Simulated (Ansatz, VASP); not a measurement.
Two plane-wave programs on RbBr

```xyz
2
Lattice="4.1261 0.0000 0.0000 0.0000 4.1261 0.0000 0.0000 0.0000 4.1261" Properties=species:S:1:pos:R:3 pbc="T T T"
Rb    0.0000    0.1125    0.0000
Br    2.0630    2.0630    2.0630
```

Change from the starting cell: all Rb atoms moved +0.113 Å, as atom 1 along Cartesian [0 1 0].

Alike in both runs: task single point; functional PBE; k mesh 6 × 6 × 6; occupations gaussian, width 0.05 eV; no spin polarisation.

|  | VASP | Ansatz |
| --- | --- | --- |
| version | VASP 6.6.1 | Ansatz 0.2.0 |
| potentials or method | VASP PAW PBE potentials, release 64 (Rb_sv, Br) | scalar-relativistic, plane waves, PAW |
| plane-wave cutoff (eV) | 520 | 420 |
| valence electrons in the cell | 16 | 16 |

VASP gave:

```
gap on the k mesh at the Fermi level (eV) : 4.08
least direct gap on the mesh (eV)         : 4.24
pressure (GPa)                            : 0.9
rms of the force components (eV/Å)        : 0.054
```

Task: Estimate Ansatz's values.

Result: gap on the k mesh at the Fermi level (eV): 4.09; least direct gap on the mesh (eV): 4.24; pressure (GPa): 0.9; rms of the force components (eV/Å): 0.053.

Atom by atom the forces differ by 0.001 eV/Å (rms over components).

A k mesh can miss the band edges.
